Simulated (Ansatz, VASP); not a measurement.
This is a calculation of InPd for VASP 6.6.1. The cell comes from a database or a generator and needn't be the stable form of this composition.

The input INCAR:

```
ALGO = Normal ; EDIFF = 1E-6
EDIFFG = -0.005 ; ENCUT = 600
GGA = PE ; IBRION = 2
ISIF = 3 ; ISMEAR = -1
IVDW = 13 ; LASPH = True
LCHARG = False ; LREAL = False
LWAVE = False ; NELM = 80
NSW = 60 ; PREC = Accurate
SIGMA = 0.05
```

Contents of KPOINTS:

```
k-points
0
Gamma
  8 8 8
```

POSCAR

```
InPd
1.0
    3.2718847800      0.0000000000      0.0000000000
    0.0000000000      3.2718847800      0.0000000000
    0.0000000000      0.0000000000      3.2718847800
In Pd
1 1
Direct
    0.0000000000      0.0000000000      0.0000000000
    0.5000000000      0.5000000000      0.5000000000
```

Potentials or basis: VASP PAW PBE potentials, release 64 (In_d, Pd).

The run is started by

```console
$ cat potpaw_PBE.64/In_d/POTCAR potpaw_PBE.64/Pd/POTCAR > POTCAR
$ mpirun -np 1 vasp_std > vasp.out
```

Translate it to Ansatz 0.2.0. Potentials or basis there: Ansatz PAW, cutoff 420 eV.

As run (cutoffs and basis follow the program's own potentials, and thresholds, step limits or extra output files can differ):

input.yaml

```yaml
crystal:
  lattice:
    - [3.27188478, 0.0, 0.0]
    - [0.0, 3.27188478, 0.0]
    - [0.0, 0.0, 3.27188478]
  atoms:
    - { symbol: In, position: [0.0, 0.0, 0.0] }
    - { symbol: Pd, position: [0.5, 0.5, 0.5] }
hamiltonian:
  xc: pbe
  pseudopotentials: { kind: paw }
  dispersion: d4
kpoints:
  mp_grid: { grid: [8, 8, 8] }
scf:
  occupations: { method: fermi_dirac, width: 0.05 }
output:
  forces: true
  stress: true
  eigenvalues: true
relax:
  f_tol: 0.01
  max_steps: 40
  cell: { stress_tol: 0.05 }
```

Potentials or basis: Ansatz PAW.

Command:

```bash
$ ansatz run input.yaml --threads 2 --pin off --max-ram 5632MiB --backend cpu --events-out ev --progress --plain --runs-dir out
```

Both were run:

|  | VASP | Ansatz |
| --- | --- | --- |
| Relaxed volume | 17.45 Å³/atom | 17.44 Å³/atom |
| Relaxed cell | a = 3.268 Å, b = 3.268 Å, c = 3.268 Å, α = 90.00°, β = 90.00°, γ = 90.00° | a = 3.267 Å, b = 3.267 Å, c = 3.267 Å, α = 90.00°, β = 90.00°, γ = 90.00° |
| Space group after relaxing | Pm-3m (No. 221) | Pm-3m (No. 221) |
| Pressure after relaxing | 0.0 GPa | 0.0 GPa |

Ansatz's pressure holds a Pulay term of +0.08 GPa for its cutoff of 420 eV, which the other run lacks.

The potentials hold 23 and 31 valence electrons a cell.

Where Ansatz's input types no cutoff or centring, it takes its own default and a Γ-centred mesh.

Pressure is positive in compression.
